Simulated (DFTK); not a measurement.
SrCl2 under changes of volume

One of the cells (28.299 Å³/atom); the others are scaled copies at fixed shape and fractional positions:

```
CELL_PARAMETERS angstrom
0.00000 3.48835 3.48835
3.48835 0.00000 3.48835
3.48835 3.48835 0.00000
ATOMIC_POSITIONS crystal
Sr 0.00000 0.00000 0.00000
Cl 0.75000 0.75000 0.75000
Cl 0.25000 0.25000 0.25000
```

* Program: DFTK 0.8.2
* Functional: PBEsol
* Potentials or basis: dojo.nc.sr.pbesol.v0_4_1.standard.upf (PBEsol)
* Cutoff: 1088 eV
* k mesh: 7 × 7 × 7
* Occupations: fermi-dirac, width 0.05 eV
* Spin: no spin polarisation

| volume (Å³/atom) | energy over the lowest point (meV/atom) | pressure (GPa) | gap on the mesh (eV) |
| --- | --- | --- | --- |
| 26.601 | 3.04 | 1.3 | 5.41 |
| 27.167 | 0.04 | 0.4 | 5.33 |
| 27.733 | 0.00 | -0.4 | 5.25 |
| 28.299 | ? | ? | ? |
| 28.865 | 7.51 | -1.7 | 5.10 |
| 29.431 | 14.52 | -2.3 | 5.03 |

Problem. What does the run at 28.299 Å³/atom give?

Solution. Energy over the lowest point 2.58 meV/atom; pressure -1.1 GPa; gap on the mesh 5.18 eV.

Worked out: A Birch-Murnaghan fit of order 3 (a polynomial in V^(-2/3)) to the other rows has its minimum at 27.46 Å³/atom with B0 = V·E''(V) = 38 GPa and B' = 4.7. It gives 2.58 meV/atom at 28.299 Å³/atom, against the run's 2.58, and -dE/dV = -1.1 GPa, against -1.1. A straight line through the other rows of the gap, of slope -3.77 eV per unit of ln V, gives 5.18 eV, against the run's 5.18.

Energies are extrapolated to zero smearing.

Caveats: an odd mesh through Γ misses points on the zone boundary, where band edges often lie. Spin-orbit coupling on Sr is left out.
